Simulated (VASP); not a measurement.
Input of a VASP 6.6.1 run:

POSCAR

```
Ru
1.0
    2.6879024157      0.0000000000      0.0000000000
   -1.3439512078      2.3277917749      0.0000000000
    0.0000000000     -0.0000000000      4.2552087784
  Ru
     2
Direct
     0.3333333332999970    0.6666666667000030    0.2500000000000000
     0.6666666667000030    0.3333333332999970    0.7500000000000000
```

Contents of INCAR.step1:

```
  PREC = Accurate
  ENCUT = 600
  EDIFF = 1E-8
  ISMEAR = 1
  SIGMA = 0.2
  LREAL = F
  LASPH = T
  NELM = 80
  ALGO = Fast
  ISIF = 3
  LWAVE = F
  LCHARG = F
  GGA = PS
  KPAR = 2
  IBRION = 2
  NSW = 40
  EDIFFG = -0.002
```

Contents of INCAR.step2:

```
  PREC = Accurate
  ENCUT = 600
  EDIFF = 1E-8
  ISMEAR = 1
  SIGMA = 0.2
  LREAL = F
  LASPH = T
  NELM = 80
  ALGO = Fast
  ISIF = 3
  LWAVE = F
  LCHARG = F
  GGA = PS
  KPAR = 2
  IBRION = 6
  NFREE = 2
  POTIM = 0.015
  NSW = 1
```

KPOINTS

```
Automatic mesh
0
Gamma
  30 30 16
```

Potentials or basis: VASP PAW PBE potentials, release 64 (Ru_pv).

The run is started by

```console
$ cat potpaw_PBE.64/Ru_pv/POTCAR > POTCAR
$ cp INCAR.step1 INCAR
$ mpirun -np 2 vasp_std > vasp.out
$ cp CONTCAR POSCAR
$ cp INCAR.step2 INCAR
$ mpirun -np 2 vasp_std > vasp.out
```

Q: Estimate the Voigt bulk modulus.

A: 351 GPa.

Q: What does it give for the highest phonon frequency at Γ?

A: 269 cm⁻¹.

Phonon frequencies in cm⁻¹ (negative: imaginary):
| q point | frequencies |
| --- | --- |
| (0.000, 0.000, 0.000) | 0 0 0 204 204 269 |

Caveat: the PAW data sets were made with another functional, which shifts forces and pressure a little.
